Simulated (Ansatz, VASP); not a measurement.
**One calculation of SiW, two programs**

File INCAR:

```
PREC = Accurate
ENCUT = 520
EDIFF = 1E-7
ISMEAR = -1
SIGMA = 0.05
LREAL = F
LASPH = T
NELM = 60
ALGO = Normal
ISIF = 2
LWAVE = F
LCHARG = F
GGA = CA
NBANDS = 16
```

The input KPOINTS:

```
Automatic mesh
0
Gamma
  13 13 13
```

Contents of POSCAR:

```
SiW
1.0
    2.4686679328      0.0000000000      0.0000000000
    0.0000000000      2.4686679328      0.0000000000
    0.0000000000      0.0000000000      2.4686679328
W Si
1 1
Direct
    0.0000000000      0.0000000000      0.0000000000
    0.5000000000      0.5000000000      0.5000000000
```

Input for Ansatz:

```yaml
crystal:
  lattice:
    - [2.4686679328, 0.0, 0.0]
    - [0.0, 2.4686679328, 0.0]
    - [0.0, 0.0, 2.4686679328]
  atoms:
    - { symbol: W, position: [0.0, 0.0, 0.0] }
    - { symbol: Si, position: [0.5, 0.5, 0.5] }
kpoints:
  mp_grid: { grid: [13, 13, 13] }
scf:
  occupations: { method: fermi_dirac, width: 0.05 }
hamiltonian:
  xc: lda
  pseudopotentials: { kind: all_electron, lapw: { basis_error: 0.001 } }
output:
  forces: true
  stress: true
  eigenvalues: true
  populations: true
```

Change from the starting cell: volume scaled by 0.55, LAPW.

Alike in both runs: task single point; functional LDA; k mesh 13 × 13 × 13; occupations fermi-dirac, width 0.05 eV; no spin polarisation.

```csv
,VASP,Ansatz
version,VASP 6.6.1,Ansatz 0.2.0
potentials or method,"VASP PAW LDA potentials, release 64 (W_sv, Si)","all-electron LAPW, scalar-relativistic"
plane-wave cutoff (eV),520,see its input
```

```csv
,VASP,Ansatz,Ansatz less VASP
pressure (GPa),522.9,506.3,-16.55
```

Ansatz ran all-electron here, so the differences hold the error of VASP's frozen core and of both bases.

Caveats: the cell as given lies far from equilibrium; so large a pressure means that the cell lies far from this level's equilibrium, or that cutoff or potentials fall short (VASP). The runs have no spin-orbit coupling, so splittings on W are missing.
